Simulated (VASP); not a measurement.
A run of VASP 6.6.1 is set up as follows.

Contents of INCAR:

```
SYSTEM = KCl
ALGO = Normal ; EDIFF = 1E-7
EDIFFG = -0.15 ; ENCUT = 520
GGA = PS ; IBRION = 2
ISIF = 3 ; ISMEAR = 0
LASPH = .True. ; LCHARG = .False.
LREAL = .False. ; LWAVE = .False.
NELM = 60 ; NSW = 80
PREC = Accurate ; PSTRESS = 20.0
SIGMA = 0.1
```

File KPOINTS:

```
k-points
0
Gamma
  12 12 12
  0 0 0
```

The input POSCAR:

```
KCl                                     
1.0
    0.0000000000      3.0392394252      3.0392394252
    3.0392394252      0.0000000000      3.0392394252
    3.0392394252      3.0392394252      0.0000000000
  K               Cl            
     1     1
Direct
     0.0000000000000000    0.0000000000000000    0.0000000000000000
     0.5000000000000000    0.5000000000000000    0.5000000000000000
```

Potentials or basis: VASP PAW PBE potentials, release 64 (K_sv, Cl).

Command:

```sh
$ cat potpaw_PBE.64/K_sv/POTCAR potpaw_PBE.64/Cl/POTCAR > POTCAR
$ mpirun -np 1 vasp_std > vasp.out
```

Problem. Predict the band gap on the k mesh.

Solution. 5.37 eV, direct.

Final structure:
```cif
data_structure
_symmetry_space_group_name_H-M 'P 1'
_symmetry_Int_Tables_number 1
_cell_length_a 4.2981
_cell_length_b 4.2981
_cell_length_c 4.2981
_cell_angle_alpha 60.000
_cell_angle_beta 60.000
_cell_angle_gamma 60.000
_cell_volume 56.15
loop_
_atom_site_label
_atom_site_type_symbol
_atom_site_fract_x
_atom_site_fract_y
_atom_site_fract_z
_atom_site_occupancy
K1 K 0.00000 0.00000 0.00000 1
Cl1 Cl 0.50000 0.50000 0.50000 1
```

Caveat: the relaxation stopped at its first step, so nothing moved; the cell is relaxed towards a set pressure, so the enthalpy falls and the energy may rise. Expect the measured gap to be larger: semilocal functionals such as PBEsol lack the derivative discontinuity.
